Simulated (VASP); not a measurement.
# TiTe2 (P-3m1) in VASP: a series of runs, part 2 of 2

VASP 6.6.1. The steps go on from the part before.

### 3 Relaxation of shape and atoms at fixed volume, PBE (a relaxed cell with its volume scaled by 0.94)

INCAR reads:

```
PREC = Accurate
ENCUT = 300
EDIFF = 1E-7
ISMEAR = 1
SIGMA = 0.1
LREAL = False
LASPH = True
NELM = 80
ALGO = Normal
ISIF = 4
LWAVE = False
LCHARG = False
GGA = PE
IBRION = 2
NSW = 40
EDIFFG = -0.01
```

KPOINTS reads:

```
regular mesh
0
Gamma
  6 6 3
```

POSCAR reads:

```
TiTe2                                   
1.0
    3.7118452605     -0.0000000000      0.0000000000
   -1.8559226303      3.2145522906     -0.0000000000
   -0.0000000000      0.0000000000      6.4666208012
  Ti              Te            
     1     2
Direct
     0.0000000000000000    1.0000000000000000    1.0000000000000000
     0.6666666667000030    0.3333333332999970    0.2572299828178191
     0.3333333332999970    0.6666666667000030    0.7427700171821809
```

Potentials or basis: VASP PAW PBE potentials, release 64 (Ti, Te).

On the command line:

```console
$ cat potpaw_PBE.64/Ti/POTCAR potpaw_PBE.64/Te/POTCAR > POTCAR
$ mpirun -np 1 vasp_std > vasp.out
```

OUTCAR:

```text
PREC = Accurate
   ENCUT = 300
   EDIFF = 1E-7
   ISMEAR = 1
   LREAL = False
   LASPH = True
   NELM = 80
   ISIF = 4
   GGA = PE
   IBRION = 2
   NSW = 40
   EDIFFG = -0.01

 ion  position               nearest neighbor table
   1  0.000  0.000  0.000-   2 2.71   3 2.71   2 2.71   3 2.71   2 2.71   3 2.71
   2  0.667  0.333  0.257-   1 2.71   1 2.71   1 2.71
   3  0.333  0.667  0.743-   1 2.71   1 2.71   1 2.71

  LATTYP: Found a hexagonal cell.
 ALAT       =     3.7118452605
 C/A-ratio  =     1.7421579692

  Lattice vectors:

 A1 = (   3.7118452605,   0.0000000000,   0.0000000000)
 A2 = (  -1.8559226303,   3.2145522906,   0.0000000000)
 A3 = (   0.0000000000,   0.0000000000,   6.4666208012)

Analysis of symmetry for initial positions (statically):
=====================================================================
 Subroutine PRICEL returns:
 Original cell was already a primitive cell.

 Routine SETGRP: Setting up the symmetry group for a
 hexagonal supercell.

 Subroutine GETGRP returns: Found 12 space group operations
 (whereof 12 operations were pure point group operations)
 out of a pool of 24 trial point group operations.

The static configuration has the point symmetry D_3d.

Analysis of symmetry for dynamics (positions and initial velocities):
=====================================================================
 Subroutine PRICEL returns:
 Original cell was already a primitive cell.

 Routine SETGRP: Setting up the symmetry group for a
 hexagonal supercell.

 Subroutine GETGRP returns: Found 12 space group operations
 (whereof 12 operations were pure point group operations)
 out of a pool of 24 trial point group operations.

The dynamic configuration has the point symmetry D_3d.

 Subroutine INISYM returns: Found 12 space group operations
 (whereof 12 operations are pure point group operations),
 and found     1 'primitive' translations

----------------------------------------------------------------------------------------

                                     Primitive cell

  volume of cell :      77.1592

  direct lattice vectors                    reciprocal lattice vectors
     3.711845261  0.000000000  0.000000000     0.269407782  0.155542656  0.000000000
    -1.855922630  3.214552291  0.000000000     0.000000000  0.311085311  0.000000000
     0.000000000  0.000000000  6.466620801     0.000000000  0.000000000  0.154640272

  length of vectors
     3.711845261  3.711845261  6.466620801     0.311085311  0.311085311  0.154640272

  position of ions in fractional coordinates (direct lattice)
     0.000000000  0.000000000  0.000000000
     0.666666667  0.333333333  0.257229983
     0.333333333  0.666666667  0.742770017

  ion indices of the primitive-cell ions
   primitive index   ion index
                 1           1
                 2           2
                 3           3

----------------------------------------------------------------------------------------

 KPOINTS: regular mesh

Automatic generation of k-mesh.
 Grid dimensions read from file:
 generate k-points for:    6    6    3

 Generating k-lattice:

  Cartesian coordinates                     Fractional coordinates (reciprocal lattice)
     0.044901297  0.025923776  0.000000000     0.166666667  0.000000000  0.000000000
     0.000000000  0.051847552  0.000000000     0.000000000  0.166666667  0.000000000
     0.000000000  0.000000000  0.051546757     0.000000000  0.000000000  0.333333333

  Length of vectors
     0.051847552  0.051847552  0.051546757

  Shift w.r.t. Gamma in fractional coordinates (k-lattice)
     0.000000000  0.000000000  0.000000000

 Subroutine IBZKPT returns following result:
 ===========================================

 Found     17 irreducible k-points:

 Following reciprocal coordinates:
            Coordinates               Weight
  0.000000  0.000000  0.000000      1.000000
  0.166667  0.000000  0.000000      6.000000
  0.333333 -0.000000  0.000000      6.000000
  0.500000  0.000000  0.000000      3.000000
  0.166667  0.166667  0.000000      6.000000
  0.333333  0.166667  0.000000     12.000000
[... 9 lines left out ...]
 -0.166667  0.500000  0.333333     12.000000
  0.333333  0.333333  0.333333      4.000000
   k-points           NKPTS =     17   k-points in BZ     NKDIM =     17   number of bands    NBANDS=     12
   number of dos      NEDOS =    301   number of ions     NIONS =      3
   total plane-waves  NPLWV =  23040
   dimension x,y,z NGX =    24 NGY =   24 NGZ =   40
   dimension x,y,z NGXF=    48 NGYF=   48 NGZF=   80
   ions per type =               1   2
   NGX,Y,Z   is equivalent  to a cutoff of  10.75, 10.75, 10.28 a.u.
   NGXF,Y,Z  is equivalent  to a cutoff of  21.50, 21.50, 20.57 a.u.
 SYSTEM =  unknown system
   PREC   = accura    normal or accurate (medium, high low for compatibility)
   ISTART =      0    job   : 0-new  1-cont  2-samecut
   ICHARG =      2    charge: 1-file 2-atom 10-const
   ISPIN  =      1    spin polarized calculation?
   LNONCOLLINEAR =      F non collinear calculations
   LSORBIT =      F    spin-orbit coupling
   LASPH  =      T    aspherical Exc in radial PAW
   ENCUT  =  300.0 eV  22.05 Ry    4.70 a.u.   5.24  5.24  9.13*2*pi/ulx,y,z
   NELM   =     80;   NELMIN=  2; NELMDL= -5     # of ELM steps
   EDIFF  = 0.1E-06   stopping-criterion for ELM
   LREAL  =      F    real-space projection
   EDIFFG = -.1E-01   stopping-criterion for IOM
   NSW    =     40    number of steps for IOM
   IBRION =      2    ionic relax: 0-MD 1-quasi-New 2-CG
   NFREE  =      1    steps in history (QN), initial steepest desc. (CG)
   ISIF   =      4    stress and relaxation
   ISYM   =      2    0-nonsym 1-usesym 2-fastsym
   POTIM  = 0.5000    time-step for ionic-motion
   TEBEG  =    0.0;   TEEND  =   0.0 temperature during run
   PSTRESS=    0.0 pullay stress
   NELECT =      16.0000    total number of electrons
   NUPDOWN=      -1.0000    fix difference up-down
   EMIN   =  10.00;   EMAX   =-10.00  energy-range for DOS
   EFERMI =   0.00;   METHOD = LEGACY
   ISMEAR =     1;   SIGMA  =   0.10  broadening in eV -4-tet -1-fermi 0-gaus
   EFERMI_NEDOS =   21; number of points for ismear=-14 and -15
   IALGO  =     38    algorithm
   IMIX   =      4    mixing-type and parameters
     AMIX     =   0.40;   BMIX     =  1.00
     AMIX_MAG =   1.60;   BMIX_MAG =  1.00
  volume/ion in A,a.u.               =      25.72       173.57
  Fermi-wavevector in a.u.,A,eV,Ry     =   0.968989  1.831124 12.775054  0.938940
  Thomas-Fermi vector in A             =   2.099004
   LORBIT       =      0    0 simple, 1 ext, 2 COOP (PROOUT), +10 PAW based schemes
   GGA     = PE    functional components
   LHFCALC =     F    Hartree Fock is set to
   AEXX    =    0.0000 exact exchange contribution
   IVDW    =     0    specifies the selected vdW correction
   LEPSILON=     F    determine dielectric tensor
   LRPA    =     F    only Hartree local field effects (RPA)
 conjugate gradient relaxation of ions
 non-spin polarized calculation
 Methfessel and Paxton  Order N= 1 SIGMA  =   0.10
  energy-cutoff  :      300.00
  volume of cell :       77.16
 maximum number of plane-waves:       921
 NGX is ok and might be reduce to    24
   NGX = 11   NGY = 11   NGZ = 19

--------------------------------------- Ionic step        1  -------------------------------------------

 number of electron      16.0000001 magnetization

 Free energy of the ion-electron system (eV)
  ---------------------------------------------------
  ext. energy  EPLUGINS =         0.00000000
  ---------------------------------------------------
  free energy    TOTEN  =       -16.04096341 eV

  energy without entropy =      -16.04307654  energy(sigma->0) =      -16.04166778

------------------------ aborting loop because EDIFF is reached ----------------------------------------

  FORCE on cell =-STRESS in cart. coord.  units (eV):
  Direction    XX          YY          ZZ          XY          YZ          ZX
  --------------------------------------------------------------------------------------
  -------------------------------------------------------------------------------------
  Total        2.1043186      2.1043186      2.2181602     -0.0000000      0.0000000      0.0000000
  in kB       43.6952590     43.6952590     46.0591309     -0.0000000      0.0000000      0.0000000
  external PRESSURE =      44.4832163 kB  Pullay stress =       0.0000000 kB
[... 133 lines left out ...]
  energy  without entropy=      -16.0776928851  energy(sigma->0) =      -16.07569913

--------------------------------------- Ionic step        5  -------------------------------------------

 number of electron      16.0000002 magnetization

 Free energy of the ion-electron system (eV)
  ---------------------------------------------------
  ext. energy  EPLUGINS =         0.00000000
  ---------------------------------------------------
  free energy    TOTEN  =       -16.07572710 eV

  energy without entropy =      -16.07838482  energy(sigma->0) =      -16.07661301

 E-fermi :   6.0758     XC(G=0):  -9.9596

 val. band max:        5.9683985598   @ k =   0.3333  -0.0000   0.3333
 cond. band min:       6.0975722786   @ k =   0.5000   0.0000   0.0000
 fundamental gap:      0.1291737187
 Fermi energy:         6.0757724887

 k-point     1 :       0.0000    0.0000    0.0000
  band No.  band energies     occupation
      1      -6.5239      2.00000
      2      -4.8788      2.00000
      3       0.6520      2.00000
      4       4.4169      2.00000
      5       4.4169      2.00000
      6       6.4104     -0.00002
      7       6.5012     -0.00000
      8       6.5012     -0.00000
      9       6.8379     -0.00000
     10       7.2817     -0.00000
     11       7.2817     -0.00000
     12       9.1787      0.00000
[... 268 lines left out ...]
  FREE ENERGIE OF THE ION-ELECTRON SYSTEM (eV)
  ---------------------------------------------------
  free  energy   TOTEN  =       -16.0757270983 eV

  energy  without entropy=      -16.0783848228  energy(sigma->0) =      -16.07661301

 reached required accuracy - stopping structural energy minimisation
```

CONTCAR:

```text
TiTe2
   1.00000000000000
     3.7363548626089993   -0.0000000000072488    0.0000000000000000
    -1.8681774313611077    3.2357782286898944   -0.0000000000000000
     0.0000000000000000   -0.0000000000000000    6.3820600642284688
  Ti              Te
     1     2
Direct
     0.0000000000000000    0.0000000000000000    0.0000000000000000
     0.6666666667000030    0.3333333332999970    0.2668732596054115
     0.3333333332999970    0.6666666667000030    0.7331267403945885

  0.00000000E+00  0.00000000E+00  0.00000000E+00
  0.00000000E+00  0.00000000E+00  0.00000000E+00
  0.00000000E+00  0.00000000E+00  0.00000000E+00
```

Run time: 38 s. Hardware: 1 thread of Intel Xeon Platinum 8488C (Sapphire Rapids), shared host; peak memory 0.15 GiB.

What came out:

```yaml
Free_energy: -16.0757 eV
Energy_gained_by_relaxing: 11.6 meV/atom
Ionic_steps: 5
Pressure_after_relaxing: 2.1 GPa
Band_gap_on_the_k_mesh: none (metal or under the smearing width)
```

The path:
```csv
step,energy change (eV),largest force (eV/Å),pressure (GPa)
1,0.0000,0.5792,4.45
2,-0.0233,0.2616,3.32
3,-0.0288,0.0103,2.46
4,-0.0337,0.0043,2.26
5,-0.0348,0.0019,2.14
```

Final structure:
```xyz
3
Lattice="3.7364 0.0000 0.0000 -1.8682 3.2358 0.0000 0.0000 0.0000 6.3821" Properties=species:S:1:pos:R:3 pbc="T T T"
Ti    0.0000    0.0000    0.0000
Te    1.8682    1.0786    1.7032
Te    0.0000    2.1572    4.6789
```

Levels at points of the mesh, in eV from the Fermi level:
| k point | band 4 | band 5 | band 6 | band 7 | band 8 | band 9 | band 10 | band 11 | band 12 |
| --- | --- | --- | --- | --- | --- | --- | --- | --- | --- |
| (0.00, 0.00, 0.00) | -1.66 | -1.66 | 0.33 | 0.43 | 0.43 | 0.76 | 1.21 | 1.21 | 3.10 |
| (0.50, 0.00, 0.00) | -3.76 | -2.83 | -2.45 | -1.73 | -1.16 | 0.02 | 1.21 | 1.56 | 2.44 |

Caveat: this functional lacks dispersion, which binds the layers, so the pressure and a relaxed spacing across them are unreliable. The run has no spin-orbit coupling, so splittings on Te are missing.

### 4 Relaxation of shape and atoms at fixed volume, PBE (a relaxed cell with its volume scaled by 0.96)

INCAR is that of step 3.

KPOINTS is that of step 3.

POSCAR reads:

```
TiTe2                                   
1.0
    3.7379858771     -0.0000000000      0.0000000000
   -1.8689929386      3.2371907286     -0.0000000000
   -0.0000000000      0.0000000000      6.5121618848
  Ti              Te            
     1     2
Direct
     0.0000000000000000    1.0000000000000000    1.0000000000000000
     0.6666666667000030    0.3333333332999970    0.2572299828178191
     0.3333333332999970    0.6666666667000030    0.7427700171821809
```

On the command line:

```console
$ cat potpaw_PBE.64/Ti/POTCAR potpaw_PBE.64/Te/POTCAR > POTCAR
$ mpirun -np 1 vasp_std > vasp.out
```

Wall time 36 s (1 thread of Intel Xeon Platinum 8488C (Sapphire Rapids), shared host); peak memory 0.15 GiB.

It converged, with:

```
Free energy                  : -16.0933 eV
Energy gained by relaxing    : 5.1 meV/atom
Ionic steps                  : 5
Pressure after relaxing      : 1.3 GPa
Largest force after relaxing : 0.007 eV/Å
Band gap on the k mesh       : none (metal or under the smearing width)
```

Forces in eV/Å, atoms in the order of the input:
```
Ti   0.000  0.000  0.000
Te   0.000  0.000 -0.007
Te   0.000  0.000  0.007
```

The path:
```tsv
step	energy change (eV)	largest force (eV/Å)	pressure (GPa)
1	0.0000	0.3690	2.80
2	-0.0097	0.1783	2.12
3	-0.0124	0.0023	1.51
4	-0.0147	0.0023	1.36
5	-0.0152	0.0071	1.26
```

Final structure:
```xyz
3
Lattice="3.7561 0.0000 0.0000 -1.8781 3.2529 0.0000 0.0000 0.0000 6.4494" Properties=species:S:1:pos:R:3 pbc="T T T"
Ti    0.0000    0.0000    0.0000
Te    1.8781    1.0843    1.7019
Te    0.0000    2.1686    4.7475
```

Levels at points of the mesh, in eV from the Fermi level:
```tsv
k point	band 5	band 6	band 7	band 8	band 9	band 10	band 11	band 12
(0.00, 0.00, 0.00)	-1.68	0.33	0.40	0.40	0.64	1.14	1.14	3.08
(0.50, 0.00, 0.00)	-2.77	-2.43	-1.75	-1.14	0.02	1.16	1.50	2.41
```

Caveat: this functional lacks dispersion, which binds the layers, so the pressure and a relaxed spacing across them are unreliable. The run has no spin-orbit coupling, so splittings on Te are missing.

### 5 Relaxation of shape and atoms at fixed volume, PBE (a relaxed cell with its volume scaled by 0.98)

INCAR is that of step 4.

KPOINTS is that of step 4.

POSCAR reads:

```
TiTe2                                   
1.0
    3.7637659047     -0.0000000000      0.0000000000
   -1.8818829524      3.2595168874     -0.0000000000
   -0.0000000000      0.0000000000      6.5570747653
  Ti              Te            
     1     2
Direct
     0.0000000000000000    1.0000000000000000    1.0000000000000000
     0.6666666667000030    0.3333333332999970    0.2572299828178191
     0.3333333332999970    0.6666666667000030    0.7427700171821809
```

Potentials or basis: VASP PAW PBE potentials, release 64 (Ti, Te).

On the command line:

```console
$ cat potpaw_PBE.64/Ti/POTCAR potpaw_PBE.64/Te/POTCAR > POTCAR
$ mpirun -np 1 vasp_std > vasp.out
```

OUTCAR:

```text
PREC = Accurate
   ENCUT = 300
   EDIFF = 1E-7
   ISMEAR = 1
   LREAL = False
   LASPH = True
   NELM = 80
   ISIF = 4
   GGA = PE
   IBRION = 2
   NSW = 40
   EDIFFG = -0.01

 ion  position               nearest neighbor table
   1  0.000  0.000  0.000-   2 2.75   3 2.75   2 2.75   3 2.75   2 2.75   3 2.75
   2  0.667  0.333  0.257-   1 2.75   1 2.75   1 2.75
   3  0.333  0.667  0.743-   1 2.75   1 2.75   1 2.75

  LATTYP: Found a hexagonal cell.
 ALAT       =     3.7637659047
 C/A-ratio  =     1.7421579693

  Lattice vectors:

 A1 = (   3.7637659047,   0.0000000000,   0.0000000000)
[... 181 lines left out ...]
  -------------------------------------------------------------------------------------
  Total        0.6532726      0.6532726      0.6807757     -0.0000000      0.0000000      0.0000000
  in kB       13.0112504     13.0112504     13.5590307     -0.0000000      0.0000000      0.0000000
  external PRESSURE =      13.1938438 kB  Pullay stress =       0.0000000 kB
[... 172 lines left out ...]
--------------------------------------- Ionic step        6  -------------------------------------------

 number of electron      16.0000002 magnetization

 Free energy of the ion-electron system (eV)
  ---------------------------------------------------
  ext. energy  EPLUGINS =         0.00000000
  ---------------------------------------------------
  free energy    TOTEN  =       -16.10290749 eV

  energy without entropy =      -16.10544098  energy(sigma->0) =      -16.10375199

 E-fermi :   5.6363     XC(G=0):  -9.7474

 val. band max:        5.5310496115   @ k =   0.3333  -0.0000   0.3333
 cond. band min:       5.6513564953   @ k =   0.5000  -0.0000   0.0000
 fundamental gap:      0.1203068838
 Fermi energy:         5.6363422582

 k-point     1 :       0.0000    0.0000    0.0000
  band No.  band energies     occupation
      1      -6.7711      2.00000
      2      -5.3040      2.00000
      3       0.4346      2.00000
      4       3.9436      2.00000
      5       3.9436      2.00000
      6       5.9766     -0.00002
      7       6.0112     -0.00000
      8       6.0112     -0.00000
      9       6.1618     -0.00000
     10       6.7116     -0.00000
     11       6.7116     -0.00000
     12       8.7059      0.00000
[... 268 lines left out ...]
  FREE ENERGIE OF THE ION-ELECTRON SYSTEM (eV)
  ---------------------------------------------------
  free  energy   TOTEN  =       -16.1029074924 eV

  energy  without entropy=      -16.1054409774  energy(sigma->0) =      -16.10375199

 reached required accuracy - stopping structural energy minimisation
```

OSZICAR:

```text
N       E                     dE             d eps       ncg     rms          rms(c)
DAV:   1     0.635260503179E+02    0.63526E+02   -0.42925E+03   408   0.704E+02
DAV:   2    -0.106686502718E+02   -0.74195E+02   -0.69330E+02   448   0.163E+02
DAV:   3    -0.180535287255E+02   -0.73849E+01   -0.68969E+01   536   0.517E+01
[... 56 lines left out ...]
DAV:   3    -0.161029931447E+02    0.37207E-03   -0.17131E-03   560   0.435E-01    0.431E-02
DAV:   4    -0.161029130882E+02    0.80057E-04   -0.24254E-04   496   0.118E-01    0.396E-02
DAV:   5    -0.161029086771E+02    0.44111E-05   -0.25347E-05   448   0.348E-02    0.823E-03
DAV:   6    -0.161029074675E+02    0.12096E-05   -0.55839E-06   540   0.196E-02    0.308E-03
DAV:   7    -0.161029074924E+02   -0.24893E-07   -0.38774E-07   440   0.489E-03
   6 F= -.16102907E+02 E0= -.16103752E+02  d E =-.748475E-03
```

Wall time 45 s (1 thread of Intel Xeon Platinum 8488C (Sapphire Rapids), shared host); peak memory 0.15 GiB.

Results:

| Property | Result |
| --- | --- |
| Free energy | -16.1029 eV |
| Energy gained by relaxing | 1.2 meV/atom |
| Ionic steps | 6 |
| Pressure after relaxing | 0.6 GPa |
| Band gap on the k mesh | none (metal or under the smearing width) |

The path:
```csv
step,energy change (eV),largest force (eV/Å),pressure (GPa)
1,0.0000,0.1748,1.32
2,-0.0022,0.0896,1.02
3,-0.0029,0.0056,0.68
4,-0.0029,0.0042,0.72
5,-0.0035,0.0026,0.64
6,-0.0037,0.0004,0.57
```

Final structure:
```xyz
3
Lattice="3.7743 0.0000 0.0000 -1.8872 3.2687 0.0000 0.0000 0.0000 6.5204" Properties=species:S:1:pos:R:3 pbc="T T T"
Ti    0.0000    0.0000    0.0000
Te    1.8872    1.0896    1.6990
Te    0.0000    2.1791    4.8214
```

Caveat: this functional lacks dispersion, which binds the layers, so the pressure and a relaxed spacing across them are unreliable. The run has no spin-orbit coupling, so splittings on Te are missing.

### 6 Summary

| task | cell | gap on the mesh (eV) | pressure (GPa) |
| --- | --- | --- | --- |
| relaxation of cell and atoms | relaxed | none | 0.0 |
| relaxation of shape and atoms at fixed volume | atoms relaxed at fixed volume from: a relaxed cell with its volume scaled by 0.94 | none | 2.1 |
| relaxation of shape and atoms at fixed volume | atoms relaxed at fixed volume from: a relaxed cell with its volume scaled by 0.96 | none | 1.3 |
| relaxation of shape and atoms at fixed volume | atoms relaxed at fixed volume from: a relaxed cell with its volume scaled by 0.98 | none | 0.6 |

Alike in all rows: level PBE; potentials or basis VASP PAW PBE potentials, release 64 (Ti, Te); no spin polarisation; k mesh 6 × 6 × 3; cutoff (eV) 300; smearing methfessel-paxton 0.1 eV.

Caveats: this functional lacks dispersion, which binds the layers, so the pressure and a relaxed spacing across them are unreliable.

Total energies depend on the potentials used, so only differences within one code and one set of settings carry meaning.
